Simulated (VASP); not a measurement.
# I (P-1) in VASP: band structure with PBE+ULG

Aim: the band structure of I with PBE+ULG.

All numbers are computed with VASP 6.6.1; they aren't measurements. Logs are shortened: lines on timing, memory, paths and dates and some standing lists are left out, and cuts for length are marked.

## (1) The cell of the first run

The typed cell holds 1 atom: a = 3.849 Å, b = 3.441 Å, c = 3.975 Å, α = 114.42°, β = 114.00°, γ = 107.64°.

## (2) Band structure, PBE+ULG (cell strained at random at fixed volume)

POSCAR reads:

```
I
3.8494
   -0.586651685977      0.539520184964      0.603960097678
    0.459765417987     -0.572857847976      0.509652673144
    0.582300878059      0.567386605705     -0.636470618798
I
1
Direct
    0.0000000000      0.0000000000      0.0000000000
```

INCAR.step1 reads:

```
SYSTEM = I
ALGO = Normal ; EDIFF = 1E-7
ENCUT = 350 ; GGA = PE
ISIF = 2 ; ISMEAR = -1
IVDW = 3 ; LASPH = .True.
LCHARG = .True. ; LREAL = .False.
LWAVE = .False. ; MAXMIX = 5
NBANDS = 10 ; NELM = 100
PREC = Accurate ; SIGMA = 0.05
```

KPOINTS.step1 reads:

```
k-points
0
Gamma
  4 5 4
  0 0 0
```

INCAR.step2 reads:

```
SYSTEM = I
ALGO = Normal ; EDIFF = 1E-7
ENCUT = 350 ; GGA = PE
ICHARG = 11 ; ISIF = 2
ISMEAR = 0 ; IVDW = 3
LASPH = .True. ; LCHARG = .False.
LREAL = .False. ; LWAVE = .False.
MAXMIX = 5 ; NBANDS = 10
NELM = 100 ; PREC = Accurate
SIGMA = 0.05
```

KPOINTS.step2 reads:

```
path XGY,LGZ,NGM,RG
15
line-mode
reciprocal
 0.0000000000  0.0000000000 -0.5000000000  X
 0.0000000000  0.0000000000  0.0000000000  G

 0.0000000000  0.0000000000  0.0000000000  G
 0.0000000000 -0.5000000000  0.5000000000  Y

 0.0000000000 -0.5000000000  0.0000000000  L
 0.0000000000  0.0000000000  0.0000000000  G

 0.0000000000  0.0000000000  0.0000000000  G
-0.5000000000  0.5000000000  0.0000000000  Z

-0.5000000000  0.5000000000 -0.5000000000  N
 0.0000000000  0.0000000000  0.0000000000  G

 0.0000000000  0.0000000000  0.0000000000  G
-0.5000000000  0.0000000000  0.5000000000  M

-0.5000000000  0.0000000000  0.0000000000  R
 0.0000000000  0.0000000000  0.0000000000  G
```

Potentials or basis: VASP PAW PBE potentials, release 64 (I).

Run with:

```console
$ cat potpaw_PBE.64/I/POTCAR > POTCAR
$ cp INCAR.step1 INCAR
$ cp KPOINTS.step1 KPOINTS
$ mpirun -np 1 vasp_std > vasp.out
$ cp INCAR.step2 INCAR
$ cp KPOINTS.step2 KPOINTS
$ mpirun -np 1 vasp_std > vasp.out
```

OUTCAR:

```text
SYSTEM = I
   EDIFF = 1E-7
   ENCUT = 350
   GGA = PE
   ICHARG = 11
   ISIF = 2
   ISMEAR = 0
   IVDW = 3
   LASPH = .True.
   LREAL = .False.
   NELM = 100
   PREC = Accurate
  IVDW =   3

 ion  position               nearest neighbor table
   1  0.000  0.000  0.000-

  LATTYP: Found a triclinic cell.
 ALAT       =     3.8494193051
 B/A-ratio  =     1.0497637057
 C/A-ratio  =     1.1073871078
 COS(alpha) =     0.0055630384
 COS(beta)  =     0.5238548336
 COS(gamma) =     0.6581174798

  Lattice vectors:

 A1 = (   2.2582570000,  -2.0768290000,  -2.3248840000)
 A2 = (   4.0113300000,  -0.0210610000,  -0.4881730000)
 A3 = (   0.0167480000,  -4.2609270000,   0.1251460000)

Analysis of symmetry for initial positions (statically):
=====================================================================
 Subroutine PRICEL returns:
 Original cell was already a primitive cell.

 Routine SETGRP: Setting up the symmetry group for a
 triclinic supercell.

 Subroutine GETGRP returns: Found  2 space group operations
 (whereof  2 operations were pure point group operations)
 out of a pool of  2 trial point group operations.

The static configuration has the point symmetry S_2 .

Analysis of symmetry for dynamics (positions and initial velocities):
=====================================================================
 Subroutine PRICEL returns:
 Original cell was already a primitive cell.

 Routine SETGRP: Setting up the symmetry group for a
 triclinic supercell.

 Subroutine GETGRP returns: Found  2 space group operations
 (whereof  2 operations were pure point group operations)
 out of a pool of  2 trial point group operations.

The dynamic configuration has the point symmetry S_2 .

 Subroutine INISYM returns: Found  2 space group operations
 (whereof  2 operations are pure point group operations),
 and found     1 'primitive' translations

----------------------------------------------------------------------------------------

                                     Primitive cell

  volume of cell :      36.0923

  direct lattice vectors                    reciprocal lattice vectors
    -2.258257000  2.076829000  2.324884000     0.030971062  0.241980356  0.244050368
     1.769821000 -2.205159000  1.961857000     0.281668378  0.008909067  0.265637760
     2.241509000  2.184098000 -2.450030000     0.254934513  0.236754070  0.036135107

  length of vectors
     3.849419305  3.441493204  3.974580943     0.345071415  0.387272341  0.349785422

  position of ions in fractional coordinates (direct lattice)
     0.000000000  0.000000000  0.000000000

  ion indices of the primitive-cell ions
   primitive index   ion index
                 1           1

----------------------------------------------------------------------------------------

 KPOINTS: path XGY,LGZ,NGM,RG

Interpolating k-points between supplied coordinates.

 Line segments in fractional coordinates (reciprocal lattice):
    0.000000  0.000000 -0.500000  ...  0.000000  0.000000  0.000000
    0.000000  0.000000  0.000000  ...  0.000000 -0.500000  0.500000
    0.000000 -0.500000  0.000000  ...  0.000000  0.000000  0.000000
    0.000000  0.000000  0.000000  ... -0.500000  0.500000  0.000000
   -0.500000  0.500000 -0.500000  ...  0.000000  0.000000  0.000000
    0.000000  0.000000  0.000000  ... -0.500000  0.000000  0.500000
   -0.500000  0.000000  0.000000  ...  0.000000  0.000000  0.000000

 Generated    15 points on each line segment, for a total of    105 k-points:

 Following reciprocal coordinates:
            Coordinates               Weight
  0.000000  0.000000 -0.500000      0.009524
  0.000000  0.000000 -0.464286      0.009524
  0.000000  0.000000 -0.428571      0.009524
  0.000000  0.000000 -0.392857      0.009524
  0.000000  0.000000 -0.357143      0.009524
  0.000000  0.000000 -0.321429      0.009524
[... 16 lines left out ...]
  0.000000 -0.250000  0.250000      0.009524
  0.000000 -0.285714  0.285714      0.009524
 [... further k-points ...]
   k-points           NKPTS =    105   k-points in BZ     NKDIM =    105   number of bands    NBANDS=     10
   number of dos      NEDOS =    301   number of ions     NIONS =      1
   total plane-waves  NPLWV =  13824
   dimension x,y,z NGX =    24 NGY =   24 NGZ =   24
   dimension x,y,z NGXF=    48 NGYF=   48 NGZF=   48
   ions per type =               1
   NGX,Y,Z   is equivalent  to a cutoff of  10.36, 11.59, 10.04 a.u.
   NGXF,Y,Z  is equivalent  to a cutoff of  20.73, 23.19, 20.08 a.u.
 SYSTEM =  I
   PREC   = accura    normal or accurate (medium, high low for compatibility)
   ISTART =      0    job   : 0-new  1-cont  2-samecut
   ICHARG =     11    charge: 1-file 2-atom 10-const
   ISPIN  =      1    spin polarized calculation?
   LNONCOLLINEAR =      F non collinear calculations
   LSORBIT =      F    spin-orbit coupling
   LASPH  =      T    aspherical Exc in radial PAW
   ENCUT  =  350.0 eV  25.72 Ry    5.07 a.u.   5.87  5.25  6.06*2*pi/ulx,y,z
   NELM   =    100;   NELMIN=  2; NELMDL=  0     # of ELM steps
   EDIFF  = 0.1E-06   stopping-criterion for ELM
   LREAL  =      F    real-space projection
   EDIFFG = 0.1E-05   stopping-criterion for IOM
   NSW    =      0    number of steps for IOM
   IBRION =     -1    ionic relax: 0-MD 1-quasi-New 2-CG
   NFREE  =      0    steps in history (QN), initial steepest desc. (CG)
   ISIF   =      2    stress and relaxation
   ISYM   =      2    0-nonsym 1-usesym 2-fastsym
   POTIM  = 0.5000    time-step for ionic-motion
   TEBEG  =    0.0;   TEEND  =   0.0 temperature during run
   PSTRESS=    0.0 pullay stress
   NELECT =       7.0000    total number of electrons
   NUPDOWN=      -1.0000    fix difference up-down
   EMIN   =  10.00;   EMAX   =-10.00  energy-range for DOS
   EFERMI =   0.00;   METHOD = LEGACY
   ISMEAR =     0;   SIGMA  =   0.05  broadening in eV -4-tet -1-fermi 0-gaus
   EFERMI_NEDOS =   21; number of points for ismear=-14 and -15
   IALGO  =     38    algorithm
   IMIX   =      4    mixing-type and parameters
     AMIX     =   0.40;   BMIX     =  1.00
     AMIX_MAG =   1.60;   BMIX_MAG =  1.00
  volume/ion in A,a.u.               =      36.09       243.56
  Fermi-wavevector in a.u.,A,eV,Ry     =   0.947624  1.790749 12.217903  0.897991
  Thomas-Fermi vector in A             =   2.075735
   LORBIT       =      0    0 simple, 1 ext, 2 COOP (PROOUT), +10 PAW based schemes
   GGA     = PE    functional components
   LHFCALC =     F    Hartree Fock is set to
   AEXX    =    0.0000 exact exchange contribution
   IVDW    =     3    specifies the selected vdW correction
   LEPSILON=     F    determine dielectric tensor
   LRPA    =     F    only Hartree local field effects (RPA)
 non-spin polarized calculation
 Gauss-broadening in eV      SIGMA  =   0.05
  energy-cutoff  :      350.00
  volume of cell :       36.09
 maximum number of plane-waves:       544
 NGX is ok and might be reduce to    24

 number of electron       7.0000000 magnetization

 Free energy of the ion-electron system (eV)
  ---------------------------------------------------
  ext. energy  EPLUGINS =         0.00000000
  ---------------------------------------------------
  free energy    TOTEN  =         2.93653237 eV

  energy without entropy =        2.93808698  energy(sigma->0) =        2.93730967

 E-fermi :   5.3797     XC(G=0):  -8.9169

 val. band max:        5.3582636948   @ k =  -0.0714   0.0714  -0.0714
 cond. band min:       5.3946518618   @ k =  -0.3571   0.0000   0.3571
 fundamental gap:      0.0363881670
 Fermi energy:         5.3796676213

 k-point     1 :       0.0000    0.0000   -0.5000
  band No.  band energies     occupation
      1      -7.5660      2.00000
      2      -0.5467      2.00000
      3       3.2244      2.00000
      4       5.1242      2.00000
      5       9.6184      0.00000
      6      11.8565      0.00000
      7      16.6165      0.00000
      8      16.9969      0.00000
      9      17.9364      0.00000
     10      19.1810      0.00000

 k-point     2 :       0.0000    0.0000   -0.4643
  band No.  band energies     occupation
      1      -7.5975      2.00000
      2      -0.4800      2.00000
      3       3.2336      2.00000
      4       5.1221      2.00000
      5       9.6521      0.00000
      6      11.8767      0.00000
      7      16.3698      0.00000
      8      17.2304      0.00000
      9      17.7031      0.00000
     10      19.2844      0.00000

 k-point     3 :       0.0000    0.0000   -0.4286
  band No.  band energies     occupation
      1      -7.6876      2.00000
      2      -0.2844      2.00000
      3       3.2612      2.00000
      4       5.1163      2.00000
      5       9.7525      0.00000
      6      11.9352      0.00000
      7      16.0220      0.00000
      8      17.0659      0.00000
      9      17.7011      0.00000
     10      19.2547      0.00000

 k-point     4 :       0.0000    0.0000   -0.3929
  band No.  band energies     occupation
      1      -7.8253      2.00000
      2       0.0275      2.00000
      3       3.3069      2.00000
      4       5.1074      2.00000
      5       9.9175      0.00000
      6      12.0262      0.00000
      7      15.6832      0.00000
      8      16.5131      0.00000
      9      17.8948      0.00000
     10      19.1230      0.00000

 k-point     5 :       0.0000    0.0000   -0.3571
  band No.  band energies     occupation
      1      -7.9957      2.00000
      2       0.4390      2.00000
      3       3.3706      2.00000
      4       5.0963      2.00000
      5      10.1430      0.00000
      6      12.1396      0.00000
      7      15.3199      0.00000
      8      16.0250      0.00000
      9      17.7597      0.00000
     10      19.2279      0.00000

 k-point     6 :       0.0000    0.0000   -0.3214
  band No.  band energies     occupation
      1      -8.1844      2.00000
      2       0.9316      2.00000
      3       3.4517      2.00000
      4       5.0842      2.00000
      5      10.4212      0.00000
      6      12.2606      0.00000
      7      14.8736      0.00000
      8      15.7248      0.00000
      9      17.4209      0.00000
     10      19.3038      0.00000
[... 183 lines left out ...]
 k-point    21 :       0.0000   -0.1786    0.1786
  band No.  band energies     occupation
      1      -8.9944      2.00000
      2       2.8829      2.00000
      3       4.0523      2.00000
      4       5.8114      0.00000
      5      11.3653      0.00000
      6      13.1929      0.00000
      7      13.3980      0.00000
      8      15.2921      0.00000
      9      16.4136      0.00000
     10      17.0496      0.00000

 k-point    22 :       0.0000   -0.2143    0.2143
  band No.  band energies     occupation
      1      -8.8789      2.00000
      2       2.3420      2.00000
      3       3.9496      2.00000
      4       5.8119      0.00000
      5      11.2741      0.00000
      6      13.1799      0.00000
      7      13.6209      0.00000
      8      15.8257      0.00000
      9      16.5014      0.00000
     10      17.0513      0.00000

 k-point    23 :       0.0000   -0.2500    0.2500
  band No.  band energies     occupation
      1      -8.7509      2.00000
      2       1.8066      2.00000
      3       3.8558      2.00000
      4       5.8149      0.00000
      5      11.0809      0.00000
      6      13.1467      0.00000
      7      13.9843      0.00000
      8      16.1495      0.00000
      9      16.6926      0.00000
     10      17.3705      0.00000

 k-point    24 :       0.0000   -0.2857    0.2857
  band No.  band energies     occupation
      1      -8.6157      2.00000
      2       1.2994      2.00000
      3       3.7698      2.00000
      4       5.8195      0.00000
      5      10.8528      0.00000
      6      13.0993      0.00000
      7      14.4360      0.00000
      8      16.2619      0.00000
      9      16.9235      0.00000
     10      18.0192      0.00000

 [... further k-points ...]

------------------------ aborting loop because EDIFF is reached ----------------------------------------

  ULGs method for vdW energy calculation

  Number of pair interactions contributing to vdW energy:   14526

  Edisp (eV):   -0.19395

  FORCE on cell =-STRESS in cart. coord.  units (eV):
  Direction    XX          YY          ZZ          XY          YZ          ZX
  --------------------------------------------------------------------------------------
  -------------------------------------------------------------------------------------
  Total      10.72826     7.88226    10.65735    -3.11156    -3.48723    -3.06539
  in kB     476.23884   349.90185   473.09130  -138.12557  -154.80197  -136.07592
  external pressure =      433.08 kB  Pullay stress =        0.00 kB

 VOLUME and BASIS-vectors are now :
 -----------------------------------------------------------------------------
  energy-cutoff  :      350.00
  volume of cell :       36.09
      direct lattice vectors                 reciprocal lattice vectors
    -2.258257000  2.076829000  2.324884000     0.030971062  0.241980356  0.244050368
     1.769821000 -2.205159000  1.961857000     0.281668378  0.008909067  0.265637760
     2.241509000  2.184098000 -2.450030000     0.254934513  0.236754070  0.036135107

 POSITION                                       TOTAL-FORCE (eV/Angst)
 -----------------------------------------------------------------------------------
      0.00000      0.00000      0.00000         0.000000     -0.000000      0.000000
 -----------------------------------------------------------------------------------
    total drift:                                0.000000     -0.000000      0.000000

  FREE ENERGIE OF THE ION-ELECTRON SYSTEM (eV)
  ---------------------------------------------------
  free  energy   TOTEN  =         2.7425857122 eV

  energy  without entropy=        2.7441403212  energy(sigma->0) =        2.74336302
```

Run time: 8.3 s. Hardware: 1 thread of Intel Xeon 6975P-C (Granite Rapids), shared host; peak memory 0.14 GiB.

These settings aren't checked as converged: the numbers below hold their error.

What came out:

```
Band gap along the path    : none (metal or under the smearing width)
Dispersion energy per atom : -0.194 eV
```

Caveat: the k mesh is coarse (spacing up to 0.55 Å⁻¹), so the values aren't converged; the log is that of the step along the path at fixed density, whose energy, stress, charges and moments have no meaning; atom-pairwise D2, TS and ULG terms overbind metals; spin-orbit coupling is left out, which moves the levels of the heavy elements; an odd number of electrons without spin polarisation forces a metal; a magnetic or distorted state may lie lower; pairwise dispersion overbinds metals, which lowers pressure and volume.
